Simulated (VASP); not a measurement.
# TePb (Fm-3m) in VASP: notebook

One crystal, TePb, is run at these levels: r2SCAN, PBE; tasks: relaxation of cell and atoms, single point.

Program: VASP 6.6.1. These are calculated values, not measurements. Logs are shortened: lines on timing, memory, paths and dates and some standing lists are left out, and cuts for length are marked.

**Experimental background.**

From a printed reference work, monograph, for a bulk crystal of TePb at 4.2 K: band gap 0.19 eV (direct).

How close the calculation comes is told below.

### 1 The crystal as given

It takes space group Fm-3m (No. 225, cubic). Conventional cell: a = 6.462 Å, b = 6.462 Å, c = 6.462 Å, α = 90.00°, β = 90.00°, γ = 90.00°. Te (site symmetry m-3m) has 6 Pb at 3.23 Å as nearest neighbours. Around Pb (site symmetry m-3m) lie 6 Te at 3.23 Å.

### 2 Relaxation of cell and atoms, r2SCAN

INCAR reads:

```
  ALGO = Normal
  EDIFF = 1E-6
  EDIFFG = -0.01
  ENCUT = 600
  IBRION = 2
  ISIF = 3
  ISMEAR = 0
  LASPH = T
  LCHARG = F
  LMIXTAU = T
  LREAL = F
  LWAVE = F
  METAGGA = R2SCAN
  NELM = 80
  NSW = 90
  PREC = Accurate
  SIGMA = 0.03
```

KPOINTS reads:

```
k-points
0
Gamma
  8 8 8
```

POSCAR reads:

```
TePb
1.0
    0.0000000000      3.2310000000      3.2310000000
    3.2310000000      0.0000000000      3.2310000000
    3.2310000000      3.2310000000      0.0000000000
Te Pb
1 1
Direct
    0.5000000000      0.5000000000      0.5000000000
    0.0000000000      0.0000000000      0.0000000000
```

Potentials or basis: VASP PAW PBE potentials, release 64 (Te, Pb_d).

Launch:

```console
> cat potpaw_PBE.64/Te/POTCAR potpaw_PBE.64/Pb_d/POTCAR > POTCAR
> mpirun -np 1 vasp_std > vasp.out
```

OUTCAR:

```text
EDIFF = 1E-6
   EDIFFG = -0.01
   ENCUT = 600
   IBRION = 2
   ISIF = 3
   ISMEAR = 0
   LASPH = T
   LREAL = F
   METAGGA = R2SCAN
   NELM = 80
   NSW = 90
   PREC = Accurate

 ion  position               nearest neighbor table
   1  0.500  0.500  0.500-   2 3.23   2 3.23   2 3.23   2 3.23   2 3.23   2 3.23
   2  0.000  0.000  0.000-   1 3.23   1 3.23   1 3.23   1 3.23   1 3.23   1 3.23

  LATTYP: Found a face centered cubic cell.
 ALAT       =     6.4620000000

  Lattice vectors:

 A1 = (   0.0000000000,   3.2310000000,   3.2310000000)
 A2 = (   3.2310000000,   0.0000000000,   3.2310000000)
 A3 = (   3.2310000000,   3.2310000000,   0.0000000000)

Analysis of symmetry for initial positions (statically):
=====================================================================
 Subroutine PRICEL returns:
 Original cell was already a primitive cell.

 Routine SETGRP: Setting up the symmetry group for a
 face centered cubic supercell.

 Subroutine GETGRP returns: Found 48 space group operations
 (whereof 48 operations were pure point group operations)
 out of a pool of 48 trial point group operations.

The static configuration has the point symmetry O_h .

Analysis of symmetry for dynamics (positions and initial velocities):
=====================================================================
 Subroutine PRICEL returns:
 Original cell was already a primitive cell.

 Routine SETGRP: Setting up the symmetry group for a
 face centered cubic supercell.

 Subroutine GETGRP returns: Found 48 space group operations
 (whereof 48 operations were pure point group operations)
 out of a pool of 48 trial point group operations.

The dynamic configuration has the point symmetry O_h .

 Subroutine INISYM returns: Found 48 space group operations
 (whereof 48 operations are pure point group operations),
 and found     1 'primitive' translations

----------------------------------------------------------------------------------------

                                     Primitive cell

  volume of cell :      67.4592

  direct lattice vectors                    reciprocal lattice vectors
     0.000000000  3.231000000  3.231000000    -0.154750851  0.154750851  0.154750851
     3.231000000  0.000000000  3.231000000     0.154750851 -0.154750851  0.154750851
     3.231000000  3.231000000  0.000000000     0.154750851  0.154750851 -0.154750851

  length of vectors
     4.569324020  4.569324020  4.569324020     0.268036337  0.268036337  0.268036337

  position of ions in fractional coordinates (direct lattice)
     0.500000000  0.500000000  0.500000000
     0.000000000  0.000000000  0.000000000

  ion indices of the primitive-cell ions
   primitive index   ion index
                 1           1
                 2           2

----------------------------------------------------------------------------------------

 KPOINTS: k-points

Automatic generation of k-mesh.
 Grid dimensions read from file:
 generate k-points for:    8    8    8

 Generating k-lattice:

  Cartesian coordinates                     Fractional coordinates (reciprocal lattice)
    -0.019343856  0.019343856  0.019343856     0.125000000  0.000000000  0.000000000
     0.019343856 -0.019343856  0.019343856     0.000000000  0.125000000  0.000000000
     0.019343856  0.019343856 -0.019343856     0.000000000  0.000000000  0.125000000

  Length of vectors
     0.033504542  0.033504542  0.033504542

  Shift w.r.t. Gamma in fractional coordinates (k-lattice)
     0.000000000  0.000000000  0.000000000

 Subroutine IBZKPT returns following result:
 ===========================================

 Found     29 irreducible k-points:

 Following reciprocal coordinates:
            Coordinates               Weight
  0.000000  0.000000  0.000000      1.000000
  0.125000  0.000000  0.000000      8.000000
  0.250000  0.000000  0.000000      8.000000
  0.375000  0.000000  0.000000      8.000000
  0.500000  0.000000  0.000000      4.000000
  0.125000  0.125000  0.000000      6.000000
[... 16 lines left out ...]
  0.500000  0.250000  0.125000     48.000000
 -0.375000  0.250000  0.125000     24.000000
 [... further k-points ...]
   k-points           NKPTS =     29   k-points in BZ     NKDIM =     29   number of bands    NBANDS=     14
   number of dos      NEDOS =    301   number of ions     NIONS =      2
   total plane-waves  NPLWV =  64000
   dimension x,y,z NGX =    40 NGY =   40 NGZ =   40
   dimension x,y,z NGXF=    80 NGYF=   80 NGZF=   80
   ions per type =               1   1
   NGX,Y,Z   is equivalent  to a cutoff of  14.55, 14.55, 14.55 a.u.
   NGXF,Y,Z  is equivalent  to a cutoff of  29.11, 29.11, 29.11 a.u.
 SYSTEM =  unknown system
   PREC   = accura    normal or accurate (medium, high low for compatibility)
   ISTART =      0    job   : 0-new  1-cont  2-samecut
   ICHARG =      2    charge: 1-file 2-atom 10-const
   ISPIN  =      1    spin polarized calculation?
   LNONCOLLINEAR =      F non collinear calculations
   LSORBIT =      F    spin-orbit coupling
   LASPH  =      T    aspherical Exc in radial PAW
   ENCUT  =  600.0 eV  44.10 Ry    6.64 a.u.   9.13  9.13  9.13*2*pi/ulx,y,z
   NELM   =     80;   NELMIN=  2; NELMDL= -5     # of ELM steps
   EDIFF  = 0.1E-05   stopping-criterion for ELM
   LREAL  =      F    real-space projection
   EDIFFG = -.1E-01   stopping-criterion for IOM
   NSW    =     90    number of steps for IOM
   IBRION =      2    ionic relax: 0-MD 1-quasi-New 2-CG
   NFREE  =      1    steps in history (QN), initial steepest desc. (CG)
   ISIF   =      3    stress and relaxation
   ISYM   =      2    0-nonsym 1-usesym 2-fastsym
   POTIM  = 0.5000    time-step for ionic-motion
   TEBEG  =    0.0;   TEEND  =   0.0 temperature during run
   PSTRESS=    0.0 pullay stress
   NELECT =      20.0000    total number of electrons
   NUPDOWN=      -1.0000    fix difference up-down
   EMIN   =  10.00;   EMAX   =-10.00  energy-range for DOS
   EFERMI =   0.00;   METHOD = LEGACY
   ISMEAR =     0;   SIGMA  =   0.03  broadening in eV -4-tet -1-fermi 0-gaus
   EFERMI_NEDOS =   21; number of points for ismear=-14 and -15
   IALGO  =     38    algorithm
   IMIX   =      4    mixing-type and parameters
     AMIX     =   0.40;   BMIX     =  1.00
     AMIX_MAG =   1.60;   BMIX_MAG =  1.00
  volume/ion in A,a.u.               =      33.73       227.62
  Fermi-wavevector in a.u.,A,eV,Ry     =   1.091619  2.062861 16.213147  1.191633
  Thomas-Fermi vector in A             =   2.227868
   LORBIT       =      0    0 simple, 1 ext, 2 COOP (PROOUT), +10 PAW based schemes
   METAGGA = R2SCAN    functional components
   LHFCALC =     F    Hartree Fock is set to
   AEXX    =    0.0000 exact exchange contribution
   IVDW    =     0    specifies the selected vdW correction
   LEPSILON=     F    determine dielectric tensor
   LRPA    =     F    only Hartree local field effects (RPA)
 conjugate gradient relaxation of ions
 non-spin polarized calculation
 Gauss-broadening in eV      SIGMA  =   0.03
  energy-cutoff  :      600.00
  volume of cell :       67.46
 maximum number of plane-waves:      2272
 NGX is ok and might be reduce to    40
   NGX = 19   NGY = 19   NGZ = 19

--------------------------------------- Ionic step        1  -------------------------------------------

 number of electron      19.9999998 magnetization

 Free energy of the ion-electron system (eV)
  ---------------------------------------------------
  ext. energy  EPLUGINS =         0.00000000
  ---------------------------------------------------
  free energy    TOTEN  =       -82.69550232 eV

  energy without entropy =      -82.69550232  energy(sigma->0) =      -82.69550232

------------------------ aborting loop because EDIFF is reached ----------------------------------------

  FORCE on cell =-STRESS in cart. coord.  units (eV):
  Direction    XX          YY          ZZ          XY          YZ          ZX
  --------------------------------------------------------------------------------------
  -------------------------------------------------------------------------------------
  Total        0.6520790      0.6520790      0.6520790      0.0000000     -0.0000000      0.0000000
  in kB       15.4870945     15.4870945     15.4870945      0.0000000     -0.0000000      0.0000000
  external PRESSURE =      15.4870945 kB  Pullay stress =       0.0000000 kB

 VOLUME and BASIS-vectors are now :
 -----------------------------------------------------------------------------
  energy-cutoff  :      600.00
  volume of cell :       67.46
      direct lattice vectors                 reciprocal lattice vectors
     0.000000000  3.231000000  3.231000000    -0.154750851  0.154750851  0.154750851
     3.231000000  0.000000000  3.231000000     0.154750851 -0.154750851  0.154750851
     3.231000000  3.231000000  0.000000000     0.154750851  0.154750851 -0.154750851
[... 37 lines left out ...]
 POSITION                                       TOTAL-FORCE (eV/Angst)
 -----------------------------------------------------------------------------------
      3.28182      3.28182      3.28182         0.000000      0.000000      0.000000
      0.00000      0.00000      0.00000        -0.000000     -0.000000     -0.000000
 -----------------------------------------------------------------------------------
    total drift:                                0.000000     -0.000000     -0.000000

  FREE ENERGIE OF THE ION-ELECTRON SYSTEM (eV)
  ---------------------------------------------------
  free  energy   TOTEN  =       -82.7048585893 eV

  energy  without entropy=      -82.7048585893  energy(sigma->0) =      -82.70485859

--------------------------------------- Ionic step        3  -------------------------------------------

 number of electron      20.0000001 magnetization

 Free energy of the ion-electron system (eV)
  ---------------------------------------------------
  ext. energy  EPLUGINS =         0.00000000
  ---------------------------------------------------
  free energy    TOTEN  =       -82.70638789 eV

  energy without entropy =      -82.70638789  energy(sigma->0) =      -82.70638789

 E-fermi :   5.2755     XC(G=0):  -9.6532

 val. band max:        5.0688903709   @ k =   0.5000   0.0000   0.0000
 cond. band min:       6.1625769022   @ k =   0.5000   0.0000   0.0000
 fundamental gap:      1.0936865312
 Fermi energy:         5.2755466412

 k-point     1 :       0.0000    0.0000    0.0000
  band No.  band energies     occupation
      1     -12.2463      2.00000
      2     -12.2463      2.00000
      3     -12.2371      2.00000
      4     -12.2371      2.00000
      5     -12.2371      2.00000
      6      -7.1527      2.00000
      7      -0.6495      2.00000
      8       3.7159      2.00000
      9       3.7159      2.00000
     10       3.7159      2.00000
     11       9.3870      0.00000
     12       9.3870      0.00000
     13       9.3870      0.00000
     14      11.3364      0.00000

 k-point     2 :       0.1250    0.0000    0.0000
  band No.  band energies     occupation
      1     -12.2480      2.00000
      2     -12.2480      2.00000
      3     -12.2367      2.00000
      4     -12.2352      2.00000
      5     -12.2352      2.00000
      6      -7.0185      2.00000
      7      -1.0881      2.00000
      8       3.7575      2.00000
      9       3.7575      2.00000
     10       3.9684      2.00000
[... 362 lines left out ...]
 k-point    24 :      -0.3750    0.2500    0.1250
  band No.  band energies     occupation
      1     -12.2734      2.00000
      2     -12.2539      2.00000
      3     -12.2316      2.00000
      4     -12.2268      2.00000
      5     -12.2198      2.00000
      6      -5.5449      2.00000
      7      -3.3803      2.00000
      8       2.3656      2.00000
      9       2.5665      2.00000
     10       4.5961      2.00000
     11       6.6805      0.00000
     12       8.8791      0.00000
     13       9.2883      0.00000
     14      12.3482      0.00000

 [... further k-points ...]
[... 5 lines left out ...]
  --------------------------------------------------------------------------------------
  -------------------------------------------------------------------------------------
  Total        0.0029684      0.0029684      0.0029684      0.0000000     -0.0000000      0.0000000
  in kB        0.0681544      0.0681544      0.0681544      0.0000000     -0.0000000      0.0000000
  external PRESSURE =       0.0681544 kB  Pullay stress =       0.0000000 kB

 VOLUME and BASIS-vectors are now :
 -----------------------------------------------------------------------------
  energy-cutoff  :      600.00
  volume of cell :       69.78
      direct lattice vectors                 reciprocal lattice vectors
     0.000000000  3.267641968  3.267641968    -0.153015540  0.153015540  0.153015540
     3.267641968 -0.000000000  3.267641968     0.153015540 -0.153015540  0.153015540
     3.267641968  3.267641968  0.000000000     0.153015540  0.153015540 -0.153015540

 POSITION                                       TOTAL-FORCE (eV/Angst)
 -----------------------------------------------------------------------------------
      3.26764      3.26764      3.26764         0.000000      0.000000      0.000000
      0.00000      0.00000      0.00000        -0.000000     -0.000000     -0.000000
 -----------------------------------------------------------------------------------
    total drift:                                0.000000     -0.000000     -0.000000

  FREE ENERGIE OF THE ION-ELECTRON SYSTEM (eV)
  ---------------------------------------------------
  free  energy   TOTEN  =       -82.7063878904 eV

  energy  without entropy=      -82.7063878904  energy(sigma->0) =      -82.70638789

 reached required accuracy - stopping structural energy minimisation
```

Run time: 4.3 min. Hardware: 1 thread of Intel Xeon Platinum 8488C (Sapphire Rapids), shared host; peak memory 0.28 GiB.

What came out:

| Quantity | Value |
| --- | --- |
| Free energy | -82.7064 eV |
| Relaxed volume | 34.89 Å³/atom |
| Relaxed cell | a = 4.621 Å, b = 4.621 Å, c = 4.621 Å, α = 60.00°, β = 60.00°, γ = 60.00° |
| Space group after relaxing (to 0.05 Å) | Fm-3m (No. 225) |
| Energy gained by relaxing | 5.4 meV/atom |
| Ionic steps | 3 |
| Pressure after relaxing | 0.0 GPa |
| Band gap on the k mesh | 1.09 eV, direct |

Step by step:
| step | energy change (eV) | largest force (eV/Å) | pressure (GPa) | volume (Å³) |
| --- | --- | --- | --- | --- |
| 1 | 0.0000 | 0.0000 | 1.55 | 67.46 |
| 2 | -0.0094 | 0.0000 | -0.53 | 70.69 |
| 3 | -0.0109 | 0.0000 | 0.01 | 69.78 |

Final structure:
```
Te Pb
1.0
     0.00000    3.26764    3.26764
     3.26764    0.00000    3.26764
     3.26764    3.26764    0.00000
Te Pb
1 1
Direct
  0.50000 0.50000 0.50000
  0.00000 0.00000 0.00000
```

Caveat: the PAW data sets were made with another functional, which shifts forces and pressure a little; spin-orbit coupling is left out, which as a rule narrows the gap of such compounds by several tenths of an eV. Zero-point motion and thermal expansion aren't in these numbers.

(Part 1 of 2 ends here.)
